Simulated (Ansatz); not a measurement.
**One geometry of Si, one setting changed: functional**

Method: plane-wave DFT with PAW (Ansatz). The atoms stay where they are, in a cell that isn't relaxed at these levels; pressure is positive in compression.

```
Si
1.0
    -3.31090    3.31090    3.31090
     3.31090   -3.31090    3.31090
     3.31090    3.31090   -3.31090
Si
8
Direct
  0.20600 0.20600 0.20600
  0.50000 0.00000 0.29400
  0.29400 0.50000 0.00000
  0.00000 0.29400 0.50000
  0.79400 0.79400 0.79400
  0.50000 0.00000 0.70600
  0.70600 0.50000 0.00000
  0.00000 0.70600 0.50000
```

| Item | Value |
| --- | --- |
| occupation rule | Gaussian smearing, 0.1 eV |
| spin treatment | unpolarised |

```json
{"functional": "PBE", "mesh": "8×8×8", "cutoff (eV)": "420", "gap on mesh (eV)": "metal", "P (GPa)": "1.0", "largest force (eV/Å)": "0.179"}
{"functional": "LDA", "mesh": "8×8×8", "cutoff (eV)": "420", "gap on mesh (eV)": "metal", "P (GPa)": "-2.8", "largest force (eV/Å)": "0.219"}
{"functional": "PBEsol", "mesh": "8×8×8", "cutoff (eV)": "420", "gap on mesh (eV)": "metal", "P (GPa)": "-1.2", "largest force (eV/Å)": "0.140"}
{"functional": "r2SCAN", "mesh": "8×8×8", "cutoff (eV)": "500", "gap on mesh (eV)": "metal", "P (GPa)": "0.2", "largest force (eV/Å)": "0.357"}
```

Rough cost on one shared core, as a multiple of the first run's: LDA 0.9, PBEsol 1, r2SCAN 1.8.

This form isn't the element's structure at ambient conditions.